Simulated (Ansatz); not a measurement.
Runs of Ansatz 0.2.0 on ZrC. The structure is hexagonal, space group P6_3/mmc (No. 194). Conventional cell: a = 3.391 Å, b = 3.391 Å, c = 5.290 Å, α = 90.00°, β = 90.00°, γ = 120.00°. Zr (site symmetry -6m2) is surrounded by 6 C at 2.36 Å. C (site symmetry -3m) is surrounded by 6 Zr at 2.36 Å and 2 C at 2.65 Å. The cell comes from a database or a generator and needn't be the stable form of this composition.

```csv
level,U,gap on the mesh (eV),pressure (GPa)
PBEsol+U,Zr d U = 8 eV,none,(b)
PBEsol+U,Zr d U = 6 eV,none,(a)
PBEsol+U,Zr d U = 2 eV,none,-5.4
PBEsol,-,none,-7.8
PBEsol+U,Zr d U = 4 eV,none,-2.8
```

Alike in all rows: task density of states; potentials or basis all-electron LAPW, scalar-relativistic; no spin polarisation; cell as given; k mesh 9 × 9 × 5; cutoff (eV) 235; smearing fermi-dirac 0.05 eV; basis error allowed 0.002 eV/atom.

Question: Fill in the values left out.

Answer: (a) 0.1; (b) 3.5.

Caveats: U is the effective U less J, on atomic orbitals that reach past the spheres (some runs); U without spin polarisation on a metal has little footing (some runs); the U is typed as a test and isn't derived for this compound (some runs).

A k mesh can miss the band edges, and the runs leave out spin-orbit coupling on Zr.

A gap of «none» marks a metal or a gap under the smearing width.
